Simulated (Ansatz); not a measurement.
BeSe (zincblende), relaxed with r2SCAN, was run in the plane-wave code Ansatz under altered settings. All numbers are computed, without spin polarisation but where a row says otherwise.

```yaml
crystal:
  lattice:
    - [0.00000, 2.58104, 2.58104]
    - [2.58104, 0.00000, 2.58104]
    - [2.58104, 2.58104, 0.00000]
  atoms:
    - { symbol: Be, position: [0.00000, 0.00000, 0.00000] }
    - { symbol: Se, position: [0.25000, 0.25000, 0.25000] }
```

The base run's other keys:
```yaml
kpoints:
  mp_grid: { grid: [4, 4, 4] }
hamiltonian:
  xc: hse06
scf:
  occupations: { method: fixed }
  n_extra_bands: 4
```

It takes 11 iterations with 645 plane waves at 420 eV and 8 k points, and leaves a mean stress of -0.24 GPa. The gap over this mesh is 3.499 eV. It ran on 4 threads of Arm Neoverse V1 (shared host).

Outcomes, with energy and stress as changes against the base:
```csv
setting,outcome,ΔF (meV/atom),Δ mean stress (GPa),gap on the mesh (eV),iterations,wall time
scf.exx.ecutfock_ratio: 2,converged,0.0,0.0,3.499,11,3.1 s
"PBE hybrid, exx coeff 0.2, omega 0.1 1/Å",converged,–,+0.2,3.578,10,3.2 s
"PBE hybrid, exx coeff 0.75, omega 0.2078 1/Å",converged,–,-2.4,5.317,16,3.9 s
"PBE hybrid, exx coeff 0.3, omega 0.3 1/Å",converged,–,-0.1,3.443,11,3.4 s
scf.occupations: fermi_dirac 0.2,converged,0.0,0.0,3.499,11,3.3 s
scf.mixing.ndim: 30,converged,0.0,0.0,3.499,11,3.3 s
```
A dash marks a value that wasn't obtained or can't be compared. Stress is positive in compression. The base took 3.2 s.

- PBE hybrid, exx coeff 0.2, omega 0.1 1/Å. That is 20 % exact exchange, screened with ω = 0.1 1/Å, against HSE06's 25 % screened at 0.208 1/Å. The mean stress moves by +0.2 GPa and the gap on the mesh by +0.079 eV (to 3.578). Totals of different functionals aren't comparable. The program warns that on this mesh the truncation of the exchange isn't bounded, so part of the change can be an error of the mesh.
- PBE hybrid, exx coeff 0.75, omega 0.2078 1/Å. That is 75 % exact exchange, screened with ω = 0.2078 1/Å, against HSE06's 25 % screened at 0.208 1/Å. The mean stress moves by -2.4 GPa and the gap on the mesh by +1.819 eV (to 5.317). Totals of different functionals aren't comparable.
- PBE hybrid, exx coeff 0.3, omega 0.3 1/Å. That is 30 % exact exchange, screened with ω = 0.3 1/Å, against HSE06's 25 % screened at 0.208 1/Å. The mean stress moves by -0.1 GPa and the gap on the mesh by -0.056 eV (to 3.443). Totals of different functionals aren't comparable.

Within 1 meV an atom, 0.1 GPa and 0.005 eV of the base stay: scf.exx.ecutfock_ratio: 2; scf.occupations: fermi_dirac 0.2; scf.mixing.ndim: 30.

The runs are scalar-relativistic, without spin-orbit coupling.

The stress of a hybrid is loosely converged in these runs.

The meshes of the hybrids are coarse, so their gaps aren't converged to the digits shown.
